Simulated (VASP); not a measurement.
Write the native input for VASP 6.6.1 that does the following.

```yaml
Task: relaxation of cell and atoms
Functional: PBE
Potentials_or_basis: VASP PAW PBE potentials, release 64 (Ca_sv, H)
Cutoff: 600 eV
k_mesh: 7 × 7 × 7
Occupations: gaussian, width 0.05 eV
Spin: no spin polarisation
Further_INCAR_settings: ALGO = Normal; EDIFF = 1e-06; IBRION = 2; EDIFFG = -0.01; NSW = 60; ISIF = 3
```

The structure of CaH4 lies in POSCAR:

```
CaH4
1.0
    4.1679800000      0.0000000000      0.0000000000
    0.0000000000      4.1679800000      0.0000000000
    0.0000000000      0.0000000000      4.1679800000
Ca H
1 4
Direct
    0.0000000000      0.0000000000      0.0000000000
    0.5000000000      0.0000000000      0.0000000000
    0.0000000000      0.5000000000      0.0000000000
    0.0000000000      0.0000000000      0.5000000000
    0.5000000000      0.5000000000      0.5000000000
```

The cell was built by a generator and needn't be a form met in nature.

These files were run (other wordings do the same):

INCAR

```
PREC = Accurate ; ENCUT = 600
EDIFF = 1E-6 ; ISMEAR = 0
SIGMA = 0.05 ; LREAL = False
LASPH = True ; NELM = 100
ALGO = Normal ; ISIF = 3
LWAVE = False ; LCHARG = False
GGA = PE ; IBRION = 2
NSW = 60 ; EDIFFG = -0.01
```

KPOINTS

```
Automatic mesh
0
Gamma
  7 7 7
```

Potentials or basis: VASP PAW PBE potentials, release 64 (Ca_sv, H).

Run with:

```bash
$ cat potpaw_PBE.64/Ca_sv/POTCAR potpaw_PBE.64/H/POTCAR > POTCAR
$ mpirun -np 1 vasp_std > vasp.out
```

It gave:

- Pressure after relaxing: 0.1 GPa
- Band gap on the k mesh: none (metal or under the smearing width)

Caveat: the relaxation stopped at its first step, so nothing moved.

It took 20 s on 1 thread of Intel(R) Xeon(R) Platinum 8259CL CPU @ 2.50GHz (Skylake/Cascade Lake), with other jobs on the host, peak memory 0.2 GiB.
